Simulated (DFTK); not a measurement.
Runs of DFTK 0.8.2 on W. The structure is cubic, space group Im-3m (No. 229). Conventional cell: a = 3.165 Å, b = 3.165 Å, c = 3.165 Å, α = 90.00°, β = 90.00°, γ = 90.00°. Around W (site symmetry m-3m) lie 8 W at 2.74 Å. 

| task | level | potentials or basis | k mesh | cutoff (eV) | valence electrons | SCF solver | mesh quality | gap on the mesh (eV) | pressure (GPa) | V0 of scaled cells (Å³/atom) | B0 (GPa) |
| --- | --- | --- | --- | --- | --- | --- | --- | --- | --- | --- | --- |
| equation of state | r2SCAN | SG15 1.2 (PBE) | 7 × 7 × 7 | 1225 | W 28 | - | coarse | - | - | (c) | 308 |
| band structure | r2SCAN | cp2k.nc.sr.pbe.v0_1.largecore.gth (PBE, GTH, large core) | 12 × 12 × 12 | 1197 | W 6 | - | not flagged | none | 24.3 | - | - |
| band structure | LDA | cp2k.nc.sr.lda.v0_1.largecore.gth (LDA, GTH, large core) | 12 × 12 × 12 | 789 | W 6 | - | not flagged | none | -7.9 | - | - |
| band structure | PBE | SG15 1.2 (PBE) | 12 × 12 × 12 | 952 | W 28 | - | not flagged | none | 6.2 | - | - |
| equation of state | PBEsol | dojo.nc.sr.pbesol.v0_4_1.standard.upf (PBEsol) | 12 × 12 × 12 | 1007 | W 14 | - | not flagged | - | - | 15.71 | 317 |
| band structure | TASK | in-house norm-conserving set (r2SCAN, scalar relativistic) | 10 × 10 × 10 | 1225 | W 14 | ScfAndersonSolver | not flagged | none | 1.6 | - | - |
| equation of state | LDA | cp2k.nc.sr.lda.v0_1.semicore.gth (LDA, GTH) | 9 × 9 × 9 | 1415 | W 14 | - | not flagged | - | - | (a) | 338 |
| single point | PBEsol | dojo.nc.sr.pbesol.v0_4_1.standard.upf (PBEsol) | 12 × 12 × 12 | 1007 | W 14 | - | not flagged | none | -2.8 | - | - |
| equation of state | PBEsol | SG15 1.2 (PBE) | 8 × 8 × 8 | 952 | W 28 | - | not flagged | - | - | (b) | 326 |
| equation of state | BLYP | dojo.nc.sr.pbe.v0_5.stringent.upf (PBE) | 9 × 9 × 9 | 1007 | W 14 | - | not flagged | - | - | 16.68 | 281 |

Alike in all rows: no spin polarisation; cell as given; smearing fermi-dirac 0.05 eV.

Estimate the missing entries.

(a) 15.46; (b) 15.64; (c) 15.28.

Caveats: some runs use coarse meshes; the potentials were made for another functional, which shifts forces and pressure (some runs); spin-orbit coupling is left out, which moves the levels of the heavy elements (some runs); GTH potentials come without recommended cutoffs, and this one wasn't checked for convergence (some runs); this set keeps more shells in the core, which shifts pressures and gaps (some runs); the program warned that the kinetic-energy density falls under its von Weizsäcker bound, which can give unphysical results (some runs); so large a pressure means that the cell lies far from this level's equilibrium, or that cutoff or potentials fall short (some runs).

A k mesh can miss the band edges, and the runs leave out spin-orbit coupling on W.

A gap of «none» marks a metal or a gap under the smearing width.
